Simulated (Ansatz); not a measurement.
# Band table of Sb (beta tin type)

```yaml
crystal:
  lattice:
    - [-2.22228, 2.22228, 1.19519]
    - [2.22228, -2.22228, 1.19519]
    - [2.22228, 2.22228, -1.19519]
  atoms:
    - { symbol: Sb, position: [0.62500, 0.87500, 0.75000] }
    - { symbol: Sb, position: [0.37500, 0.12500, 0.25000] }
```

The cell comes from a relaxation on PAW files under the same functional, begun from a prototype that needn't be the stable phase.

Computed with Ansatz 0.2.0; functional PBE, scalar-relativistic. Settings: a Γ-centred 15×15×15 k mesh, Fermi–Dirac smearing of 0.08 eV, no spin polarisation. Methods: LAPW: all electrons, basis error target 1 meV/atom.

This run: volume at 0.4 of the series' base cell.

Spin–orbit coupling is left out, which matters for the heavy atoms.

Path points, in fractions of the reciprocal vectors: Γ (0.000, 0.000, 0.000), X (0.000, 0.000, 0.500), M (-0.500, 0.500, 0.500), Z (0.322, 0.322, -0.322), Z0 (-0.322, 0.678, 0.322), P (0.250, 0.250, 0.250). The distance column jumps between branches of the path. Levels in eV from the Fermi level; bands 29 to 38, counted from the lowest band of the run. The gap is zero, the pressure 395.3 GPa.

```
# k(1/Å) point b29 b30 b31 b32 b33 b34 b35 b36 b37 b38
0.000 Γ -23.92 -8.78 -8.78 -4.85 -1.74 6.18 6.18 10.74 10.79 11.27
0.250 - -23.65 -10.92 -8.39 -3.62 -0.35 4.75 5.04 8.78 8.81 11.38
0.500 - -22.82 -14.10 -7.27 -2.74 2.12 2.94 3.38 7.12 7.13 11.75
0.750 - -21.44 -17.02 -5.51 -1.86 -0.66 0.95 6.09 6.10 7.76 12.12
1.000 X -19.49 -19.49 -3.26 -3.26 -0.66 -0.66 5.75 5.75 11.58 11.58
1.250 - -19.18 -19.18 -5.96 -5.96 2.29 2.29 5.65 5.65 11.64 11.64
1.499 - -18.27 -18.27 -9.29 -9.29 5.40 5.40 6.29 6.29 11.70 11.70
1.749 - -16.79 -16.79 -12.25 -12.25 5.17 5.17 9.87 9.87 11.72 11.72
1.999 M -14.80 -14.80 -14.74 -14.74 5.08 5.08 11.30 11.30 12.05 12.05
2.353 - -18.80 -14.34 -14.18 -9.78 5.30 5.30 8.60 9.30 10.78 11.50
2.706 - -21.68 -13.09 -12.49 -4.06 3.81 4.22 6.17 6.18 8.59 11.86
3.060 - -23.37 -10.88 -10.21 -1.59 0.25 1.99 6.84 8.02 8.03 11.61
3.413 Γ -23.92 -8.78 -8.78 -4.85 -1.74 6.18 6.18 10.74 10.79 11.27
3.837 - -23.13 -7.84 -7.84 -4.56 -1.35 4.78 5.17 5.17 5.43 7.23
4.260 - -20.68 -5.66 -5.66 -4.37 -2.06 -0.10 -0.05 0.05 0.05 10.08
4.684 - -16.51 -8.04 -7.76 -6.85 -6.85 0.31 0.31 1.12 2.15 12.64
5.107 Z -11.75 -11.71 -10.84 -10.57 -10.57 4.83 4.83 5.59 6.01 14.37
6.713 Z0 -11.75 -11.71 -10.84 -10.57 -10.57 4.83 4.83 5.59 6.01 14.37
6.946 - -13.16 -13.07 -12.30 -12.30 -7.23 7.65 7.65 8.05 9.55 13.23
7.180 - -14.09 -13.99 -13.65 -13.65 -3.34 10.32 10.32 10.92 12.30 12.30
7.413 - -14.59 -14.54 -14.50 -14.50 0.79 9.40 11.42 11.42 12.09 12.09
7.647 M -14.80 -14.80 -14.74 -14.74 5.08 5.08 11.30 11.30 12.05 12.05
8.646 X -19.49 -19.49 -3.26 -3.26 -0.66 -0.66 5.75 5.75 11.58 11.58
8.975 - -19.01 -19.01 -2.84 -2.84 -0.41 -0.41 2.68 2.68 12.21 12.21
9.303 - -17.57 -17.57 -3.39 -3.39 -0.65 -0.65 0.89 0.89 10.89 10.89
9.632 - -15.18 -15.18 -7.73 -7.73 1.11 1.11 2.30 2.30 7.63 7.63
9.961 P -11.98 -11.98 -11.72 -11.72 2.80 2.80 3.45 3.45 5.73 5.73
```
